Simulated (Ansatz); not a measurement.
Method: Ansatz, DFT PBE, scalar-relativistic, plane waves, PAW. Settings: cutoff 420 eV, Γ-centred meshes spaced at most about 0.3 Å⁻¹ (2π included), Gaussian smearing. No spin polarisation.

Formation energies are uncorrected and refer to the elements' standard structures at the same level.

Temperature and zero-point effects are left out. Kohn–Sham gaps at this level usually fall short of measured ones. The reference form of S is held partly by dispersion forces, which this level lacks.

The competitors are the elements and 1 reference phase of this chemical system (from databases or known types: ZnS), relaxed at the same level; other known phases may be missing.

Question: Find a crystal containing Zn and S that lies within 0.1 eV/atom of the hull of database phases or under it, with a gap near 2.2 eV.

Answer: ZnS, space group P4_2/mnm (No. 136), at -0.781 eV/atom against the elements, with a gap of 2.17 eV on its mesh. Zn has 4 S at 2.33–2.39 Å; around S lie 4 Zn at 2.33–2.39 Å.

```cif
data_structure
_symmetry_space_group_name_H-M 'P4_2/mnm'
_symmetry_Int_Tables_number 136
_cell_length_a 6.6302
_cell_length_b 6.6302
_cell_length_c 3.8621
_cell_angle_alpha 90.000
_cell_angle_beta 90.000
_cell_angle_gamma 90.000
_cell_volume 169.78
loop_
_atom_site_label
_atom_site_type_symbol
_atom_site_symmetry_multiplicity
_atom_site_Wyckoff_symbol
_atom_site_fract_x
_atom_site_fract_y
_atom_site_fract_z
_atom_site_occupancy
Zn1 Zn 4 f 0.67519 0.67519 0.00000 1
S1 S 4 g 0.81429 0.81429 0.50000 1
```

The lowest competing phase:

| phase | space group | source | share of atoms | ΔE_f (eV/atom) |
| --- | --- | --- | --- | --- |
| ZnS | F-43m (No. 216) | COD | 1.0000 | -0.822 |

The candidate lies 41 meV/atom above it. The candidate matches no cell in the subsets of the Crystallography Open Database and the Materials Project at hand. Such a margin is small enough for a metastable phase. Checks: no imaginary mode on a 1×1×2 q mesh. Other answers may fit too; this one was computed.
